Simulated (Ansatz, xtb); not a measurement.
## C3H9N: which of two isomers lies lower

Structure X: `CC(C)N`, a singlet. Structure Y: `CCCN`, a singlet. Both are isolated molecules in the gas phase, relaxed with r2SCAN-D4/def2-SVP; the shapes shown needn't be the lowest conformers.

X (Å):

```xyz
13

C    -1.9223    0.1711    1.7337
C    -0.6123    0.3668    2.5042
C     0.5056    0.8460    1.5849
N    -0.1578   -0.8278    3.2167
H    -2.2589    1.1020    1.2469
H    -2.7298   -0.1678    2.4039
H    -1.7952   -0.5929    0.9462
H    -0.7801    1.1471    3.2718
H     0.2384    1.7879    1.0813
H     1.4344    0.9971    2.1546
H     0.7075    0.0944    0.8009
H    -0.9014   -1.1638    3.8310
H    -0.0080   -1.5794    2.5387
```

Y (Å):

```xyz
13

C     1.2355    2.3782    0.8051
C     0.0449    1.8147    0.0380
C     0.1626    0.3143   -0.2649
N     1.2971   -0.1006   -1.0772
H     2.1727    2.2489    0.2384
H     1.1216    3.4548    1.0048
H     1.3616    1.8690    1.7759
H    -0.8854    1.9908    0.6087
H    -0.0765    2.3630   -0.9161
H    -0.7617   -0.0232   -0.7671
H     0.2066   -0.2443    0.6886
H     1.3140    0.4306   -1.9494
H     2.1729    0.1157   -0.6011
```

Quicker runs give these differences E(Y) − E(X): GFN2-xTB +2.5 kcal/mol; HF/STO-3G +1.8 kcal/mol (at GFN2-xTB geometries); r2SCAN-D4/def2-SVP//GFN2-xTB +2.5 kcal/mol.

Estimate E(Y) − E(X) at the level CCSD(T)/def2-SVP + ΔMP2/def2-TZVPP.

Calculated at CCSD(T)/def2-SVP + ΔMP2/def2-TZVPP: E(Y) − E(X) = +3.0 kcal/mol, so structure X lies lower.

Level by level:

| level | geometry | E(Y) − E(X) (kcal/mol) | departure from the last row (kcal/mol) | job, with rough time for the two |
| --- | --- | --- | --- | --- |
| GFN2-xTB | GFN2-xTB | +2.5 | −0.5 | optimisation, 0.18 s |
| HF/STO-3G | GFN2-xTB | +1.8 | −1.2 | single point, 0.57 s |
| r2SCAN-D4/def2-SVP//GFN2-xTB | GFN2-xTB | +2.5 | −0.5 | single point, 4.6 s |
| r2SCAN-D4/def2-SVP | r2SCAN-D4/def2-SVP | +2.5 | −0.5 | optimisation, 36 s |
| HF/def2-SVP | r2SCAN-D4/def2-SVP | +2.1 | −0.8 | part of the CCSD(T) run |
| MP2/def2-SVP | r2SCAN-D4/def2-SVP | +3.1 | +0.1 | part of the CCSD(T) run |
| CCSD(T)/def2-SVP | r2SCAN-D4/def2-SVP | +2.9 | −0.1 | single point |
| CCSD(T)/def2-SVP + ΔMP2/def2-TZVPP | r2SCAN-D4/def2-SVP | +3.0 |  | single point, 38 s |

As drawn, both hold the same kinds of bond in the same numbers. Structure X has 2 methyl groups, Y 1.

The levels shown agree on the order. The largest departure from CCSD(T)/def2-SVP + ΔMP2/def2-TZVPP is that of HF/STO-3G, 1.2 kcal/mol. The last row adds to CCSD(T) the change of the MP2 difference between the two basis sets, here +0.1 kcal/mol.

With harmonic frequencies from r2SCAN-D4/def2-SVP (ideal gas, rigid rotor, one conformer each, 298.15 K, 1 atm): the zero-point term adds +0.4 kcal/mol; ΔH is +3.4 and ΔG +3.2 kcal/mol.

The correlated steps freeze 4 core orbitals. Programs: Ansatz 0.2.0, xtb 6.7.1; the last row on 2 threads of Intel(R) Xeon(R) Platinum 8259CL CPU @ 2.50GHz (Skylake/Cascade Lake) on a shared host.
